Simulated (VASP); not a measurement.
# CaO (P6_3/mmc) in VASP: a series of runs, part 2 of 2

VASP 6.6.1. The steps go on from the part before.

**4. Single point, PBE+D3(BJ)**

This run uses another cell than the first one, of 16.51 Å³/atom, 1.015 times its volume.

Contents of INCAR:

```
SYSTEM = CaO
  PREC = Accurate
  ENCUT = 520
  EDIFF = 1E-6
  ISMEAR = 0
  SIGMA = 0.1
  LREAL = .False.
  LASPH = .True.
  NELM = 100
  ALGO = Fast
  ISIF = 2
  LWAVE = .False.
  LCHARG = .True.
  GGA = PE
  IVDW = 12
  LELF = .True.
  LVHAR = .True.
  NBANDS = 24
```

Contents of KPOINTS:

```
Automatic mesh
0
Gamma
  6 6 4
  0 0 0
```

Contents of POSCAR:

```
CaO
1.0
    3.9919758200      0.0000000000      0.0000000000
   -1.9959879100      3.4571524800      0.0000000000
    0.0000000000      0.0000000000      4.7848400100
Ca O
2 2
Direct
    0.3333333300      0.6666666700      0.7500000000
    0.6666666700      0.3333333300      0.2500000000
    0.3333333300      0.6666666700      0.2500000000
    0.6666666700      0.3333333300      0.7500000000
```

Potentials or basis: VASP PAW PBE potentials, release 64 (Ca_sv, O).

Started as:

```bash
cat potpaw_PBE.64/Ca_sv/POTCAR potpaw_PBE.64/O/POTCAR > POTCAR
mpirun -np 1 vasp_std > vasp.out
```

OUTCAR:

```text
SYSTEM = CaO
   PREC = Accurate
   ENCUT = 520
   EDIFF = 1E-6
   ISMEAR = 0
   LREAL = .False.
   LASPH = .True.
   NELM = 100
   ISIF = 2
   GGA = PE
   IVDW = 12
 IVDW          = 12

 ion  position               nearest neighbor table
   1  0.333  0.667  0.750-   4 2.30   4 2.30   4 2.30   3 2.39   3 2.39
   2  0.667  0.333  0.250-   3 2.30   3 2.30   3 2.30   4 2.39   4 2.39
   3  0.333  0.667  0.250-   2 2.30   2 2.30   2 2.30   1 2.39   1 2.39
   4  0.667  0.333  0.750-   1 2.30   1 2.30   1 2.30   2 2.39   2 2.39

  LATTYP: Found a hexagonal cell.
 ALAT       =     3.9919758200
 C/A-ratio  =     1.1986144771

  Lattice vectors:

 A1 = (   3.9919758200,   0.0000000000,   0.0000000000)
 A2 = (  -1.9959879100,   3.4571524800,   0.0000000000)
 A3 = (   0.0000000000,   0.0000000000,   4.7848400100)

Analysis of symmetry for initial positions (statically):
=====================================================================
 Subroutine PRICEL returns:
 Original cell was already a primitive cell.

 Routine SETGRP: Setting up the symmetry group for a
 hexagonal supercell.

 Subroutine GETGRP returns: Found 24 space group operations
 (whereof 12 operations were pure point group operations)
 out of a pool of 24 trial point group operations.

The static configuration has the point symmetry D_3d.
 The point group associated with its full space group is D_6h.

Analysis of symmetry for dynamics (positions and initial velocities):
=====================================================================
 Subroutine PRICEL returns:
 Original cell was already a primitive cell.

 Routine SETGRP: Setting up the symmetry group for a
 hexagonal supercell.

 Subroutine GETGRP returns: Found 24 space group operations
 (whereof 12 operations were pure point group operations)
 out of a pool of 24 trial point group operations.

The dynamic configuration has the point symmetry D_3d.
 The point group associated with its full space group is D_6h.

 Subroutine INISYM returns: Found 24 space group operations
[... 118 lines left out ...]
  volume/ion in A,a.u.               =      16.51       111.41
  Fermi-wavevector in a.u.,A,eV,Ry     =   1.285879  2.429960 22.497037  1.653486
  Thomas-Fermi vector in A             =   2.417987
   LORBIT       =      0    0 simple, 1 ext, 2 COOP (PROOUT), +10 PAW based schemes
   GGA     = PE    functional components
   LHFCALC =     F    Hartree Fock is set to
   AEXX    =    0.0000 exact exchange contribution
   IVDW    =    12    specifies the selected vdW correction
   LEPSILON=     F    determine dielectric tensor
   LRPA    =     F    only Hartree local field effects (RPA)
 non-spin polarized calculation
 RMM-DIIS sequential band-by-band and
 Gauss-broadening in eV      SIGMA  =   0.10
  energy-cutoff  :      520.00
  volume of cell :       66.03
 maximum number of plane-waves:      1811
 NGX is ok and might be reduce to    30
   NGX = 15   NGY = 15   NGZ = 17

 number of electron      31.9999992 magnetization

 Free energy of the ion-electron system (eV)
  ---------------------------------------------------
  ext. energy  EPLUGINS =         0.00000000
  ---------------------------------------------------
  free energy    TOTEN  =       -25.34499150 eV

  energy without entropy =      -25.34499150  energy(sigma->0) =      -25.34499150

 E-fermi :   1.8208     XC(G=0):  -9.3949

 val. band max:        1.3463398519   @ k =   0.0000   0.0000   0.0000
 cond. band min:       4.5070319231   @ k =   0.0000   0.0000   0.0000
 fundamental gap:      3.1606920713
 Fermi energy:         1.8208135964

 k-point     1 :       0.0000    0.0000    0.0000
  band No.  band energies     occupation
      1     -36.3096      2.00000
      2     -36.1790      2.00000
      3     -17.6470      2.00000
      4     -17.4066      2.00000
      5     -17.4066      2.00000
      6     -17.2109      2.00000
[... 556 lines left out ...]
     23       9.8675      0.00000
     24       9.8676      0.00000

------------------------ aborting loop because EDIFF is reached ----------------------------------------

 Edisp (eV)   -0.90860

 E8    (eV) :    -0.4082

  FORCE on cell =-STRESS in cart. coord.  units (eV):
  Direction    XX          YY          ZZ          XY          YZ          ZX
  --------------------------------------------------------------------------------------
  -------------------------------------------------------------------------------------
  Total      -0.38612    -0.38612    -0.21965    -0.00000    -0.00000    -0.00000
  in kB      -9.36816    -9.36816    -5.32935    -0.00000    -0.00000    -0.00000
  external pressure =       -8.02 kB  Pullay stress =        0.00 kB

 VOLUME and BASIS-vectors are now :
 -----------------------------------------------------------------------------
  energy-cutoff  :      520.00
  volume of cell :       66.03
      direct lattice vectors                 reciprocal lattice vectors
     3.991975820  0.000000000  0.000000000     0.250502519  0.144627697  0.000000000
    -1.995987910  3.457152480  0.000000000     0.000000000  0.289255393  0.000000000
     0.000000000  0.000000000  4.784840010     0.000000000  0.000000000  0.208993404

 POSITION                                       TOTAL-FORCE (eV/Angst)
 -----------------------------------------------------------------------------------
     -0.00000      2.30477      3.58863         0.000000      0.000000      0.000000
      1.99599      1.15238      1.19621        -0.000000     -0.000000      0.000000
     -0.00000      2.30477      1.19621         0.000000     -0.000000      0.000000
      1.99599      1.15238      3.58863        -0.000000      0.000000      0.000000
 -----------------------------------------------------------------------------------
    total drift:                               -0.000003      0.000001     -0.000000

  FREE ENERGIE OF THE ION-ELECTRON SYSTEM (eV)
  ---------------------------------------------------
  free  energy   TOTEN  =       -26.2535888327 eV

  energy  without entropy=      -26.2535888327  energy(sigma->0) =      -26.25358883
```

OSZICAR:

```text
N       E                     dE             d eps       ncg     rms          rms(c)
DAV:   1     0.321124753781E+03    0.32112E+03   -0.16585E+04  1008   0.133E+03
DAV:   2    -0.392310910944E+01   -0.32505E+03   -0.30736E+03  1192   0.385E+02
DAV:   3    -0.292334913819E+02   -0.25310E+02   -0.25134E+02  1624   0.104E+02
[... 13 lines left out ...]
RMM:  17    -0.253449805570E+02   -0.13122E-04   -0.14790E-04  1486   0.308E-02    0.360E-03
RMM:  18    -0.253449869516E+02   -0.63946E-05   -0.63330E-05  1347   0.195E-02    0.133E-03
RMM:  19    -0.253449897819E+02   -0.28303E-05   -0.26065E-05  1244   0.136E-02    0.844E-04
RMM:  20    -0.253449910781E+02   -0.12962E-05   -0.10713E-05  1133   0.908E-03    0.300E-04
RMM:  21    -0.253449915043E+02   -0.42617E-06   -0.45107E-06  1011   0.668E-03
   1 F= -.26253589E+02 E0= -.26253589E+02  d E =-.654640E-13
```

stdout:

```text
POSCAR found type information on POSCAR CaO
 POSCAR found :  2 types and       4 ions
 scaLAPACK will be used
 LDA part: xc-table for (Slater+PW92), standard interpolation
 POSCAR, INCAR and KPOINTS ok, starting setup
 FFT: planning ... GRIDC
 FFT: planning ... GRID_SOFT
 FFT: planning ... GRID
 WAVECAR not read
 entering main loop
WARNING in EDDRMM: call to ZHEGV failed, returncode =   6  3     11
WARNING in EDDRMM: call to ZHEGV failed, returncode =   6  3     10
WARNING in EDDRMM: call to ZHEGV failed, returncode =   8  4     19
```

Run time: 33 s. Hardware: 1 thread of Intel Xeon 6975P-C (Granite Rapids), shared host; peak memory 0.19 GiB.

What came out:

```yaml
Free_energy: -26.2536 eV
Pressure: -0.8 GPa
Band_gap_on_the_k_mesh: 3.16 eV, direct
Dispersion_energy_per_atom: -0.227 eV
```

Levels at points of the mesh, in eV from the valence-band top:
```
           k point  band 12  band 13  band 14  band 15  band 16  band 17  band 18  band 19  band 20  band 21
(0.00, 0.00, 0.00)    -1.20    -1.15    -1.15    -1.09     0.00     3.16     6.13     6.13     7.70     7.73
(0.50, 0.00, 0.00)    -1.06    -0.86    -0.84    -0.60    -0.39     4.68     5.24     5.26     7.61     7.71
(0.00, 0.00, 0.50)    -1.58    -1.29    -1.29    -1.29    -1.29     4.97     4.97     7.76     7.76     7.76
(0.50, 0.00, 0.50)    -2.07    -1.06    -1.06    -0.76    -0.76     5.35     5.35     7.31     7.31     7.94
```

PBE gaps usually lie below the measured ones, often by a third to a half.

**5. The runs side by side**

| task | cell | k mesh | cutoff (eV) | smearing | gap on the mesh (eV) | pressure (GPa) |
| --- | --- | --- | --- | --- | --- | --- |
| single point | P6_3/mmc, 16.26 Å³/atom | 9 × 9 × 6 | 520 | gaussian 0.02 eV | 3.23 | 0.5 |
| relaxation of cell and atoms | relaxed | 9 × 9 × 6 | 600 | gaussian 0.02 eV | 3.21 | 0.0 |
| single point | P6_3/mmc, 16.51 Å³/atom | 6 × 6 × 4 | 520 | gaussian 0.1 eV | 3.16 | -0.8 |

Alike in all rows: level PBE+D3(BJ); potentials or basis VASP PAW PBE potentials, release 64 (Ca_sv, O); no spin polarisation.

Caveats: an odd mesh through Γ misses points on the zone boundary, where band edges often lie (some runs).

Absolute energies hang on the potentials; compare differences alone.
